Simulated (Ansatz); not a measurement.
Runs of Ansatz 0.2.0 on Na2S. Symmetry: Fm-3m, No. 225, cubic system. The conventional cell has a = 6.547 Å, b = 6.547 Å, c = 6.547 Å, α = 90.00°, β = 90.00°, γ = 90.00°. Around S (site symmetry m-3m) lie 8 Na at 2.83 Å. Around Na (site symmetry -43m) lie 4 S at 2.83 Å. 

| potentials or basis | cutoff (eV) | gap on the mesh (eV) | pressure (GPa) | relaxed volume (Å³/atom) |
| --- | --- | --- | --- | --- |
| Ansatz PAW earlier set | 700 | 2.45 | 0.0 | 23.62 |
| SPMS NC | 653 | 2.40 | 0.0 | 23.86 |
| Ansatz PAW earlier set | 760 | 2.45 | 0.0 | (a) |
| PseudoDojo stringent (PBE files) | 1197 | 2.44 | 0.0 | 23.64 |
| PseudoDojo standard (PBE files) | 1197 | 2.44 | 0.0 | 23.64 |

Alike in all rows: task relaxation of cell and atoms; level PBE; no spin polarisation; cell relaxed; k mesh 7 × 7 × 7; smearing fermi-dirac 0.05 eV.

Q: Estimate the missing entries.

A: (a) 23.63.

Caveats: odd divisions of the mesh miss points on the zone boundary, where band edges often lie, so the gap on the mesh can be too wide; the plane-wave basis is chosen anew once the cell has moved, so the energies of steps on either side of that aren't comparable.

